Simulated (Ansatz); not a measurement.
A crystal relaxed with r2SCAN in Ansatz has space group P4/mmm (No. 123) and a = 3.045 Å, c = 4.319 Å.

```
atom  site       x       y       z
  Sc    1a  0.0000  0.0000  0.0000
   N    1b  0.0000  0.0000  0.5000
  Xx    1d  0.5000  0.5000  0.5000
   N    1c  0.5000  0.5000  0.0000
```

The r2SCAN gap is direct at Γ: 1.13 eV. HSE06 gives a direct gap of 1.84 eV at Γ. PBE gives a direct gap of 0.71 eV at Γ. Meshes: r2SCAN 8×8×6, HSE06 6×6×4, PBE 8×8×6. r2SCAN's ε∞ is 7.7 along x and y, 6.9 along z.

**Question.** Which element is Xx?
A. Al
B. Tl
C. In
D. B

**Answer.** A. Xx is Al: ScAlN2, ordered on the rocksalt lattice (P4/mmm) with 4 atoms a cell. Around Sc lie 6 N at 2.15–2.16 Å; around N lie 4 Al at 2.15 Å and 2 Sc at 2.16 Å; around Al lie 6 N at 2.15–2.16 Å; around N lie 4 Sc at 2.15 Å and 2 Al at 2.16 Å.

The calculation is spin-unpolarised, and the structure need not be a phase that has been made.

The meshes of the hybrids are coarse, so their gaps aren't converged to the digits shown.
